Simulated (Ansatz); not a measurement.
Calculated with Ansatz (gas phase, PBE0-D4/def2-TZVP geometries, no zero-point term in ΔE). CBS: MP2 limit from def2 TZ/QZ plus the TZ coupled-cluster correction, frozen cores. This one scheme is used for every species. Functionals use def2-TZVPP. For As outer-core shells are correlated without core-valence functions, which leaves a few kJ/mol of doubt a bond. Scalar relativity is left out up to krypton. One conformer a species, not always the lowest.

Consider the formal exchange of groups at the As–C bond: `OC[AsH2]` + `N[SiH](C=O)CO` → `N[SiH]([AsH2])C=O` + `OCCO`.

`OC[AsH2]`:

Cartesian coordinates in Å:
```
O 1.210 -0.308 1.089
C -0.089 0.027 0.671
As -0.526 -0.801 -1.097
H 1.841 0.143 0.522
H -0.250 1.108 0.635
H -0.777 -0.399 1.402
H 0.353 0.169 -1.886
H -1.762 0.062 -1.336
```

`N[SiH](C=O)CO`:

Z-matrix (Å, degrees):
```
Si
C 1 1.924
N 1 1.714 2 110.8
C 1 1.885 2 106.6 3 115.3
H 1 1.490 2 105.7 3 -126.7
O 2 1.208 1 120.6 3 177.5
H 2 1.119 1 120.2 3 -4.9
H 3 1.007 1 121.5 2 -74.8
H 3 1.010 1 116.0 2 145.6
O 4 1.422 1 107.4 2 -169.2
H 4 1.099 1 109.2 2 -48.2
H 4 1.098 1 109.2 2 68.9
H 10 0.960 4 108.9 1 -179.7
```

`N[SiH]([AsH2])C=O`:

```xyz
11

N    -0.128   -0.762    1.446
Si   -0.383   -0.367   -0.197
As    1.599   -0.393   -1.489
C    -1.118    1.386   -0.510
O    -1.217    2.215    0.360
H     0.592   -0.279    1.960
H    -0.925   -0.945    2.037
H    -1.349   -1.335   -0.783
H     2.073   -1.663   -0.799
H     2.304    0.501   -0.475
H    -1.447    1.643   -1.550
```

`OCCO`:

Cartesian coordinates in Å:
```
O -0.941 1.403 -0.215
C 0.217 0.669 -0.521
C 0.473 -0.407 0.509
O -0.645 -1.271 0.623
H -1.599 0.762 0.076
H 0.140 0.209 -1.520
H 1.056 1.370 -0.549
H 0.598 0.047 1.494
H 1.389 -0.962 0.268
H -0.688 -1.819 -0.165
```

(1) Is it downhill or uphill in electronic energy at CCSD(T)/CBS, and by how much? (Estimate.)

(2) What do these levels give: PBE-D4, PBE0-D4, ωB97M-V, B2PLYP, PBE0, HF/def2-TZVPP? (An estimate is asked.)

Largest T1 diagnostic among the species: 0.013.

Results:

(1) Ansatz gave: Downhill: ΔE = -17.1 kcal/mol.

(2) Computed: PBE-D4 -17.8, PBE0-D4 -18.5, ωB97M-V -16.5, B2PLYP -16.4, PBE0 -18.3, HF/def2-TZVPP -16.7 kcal/mol.
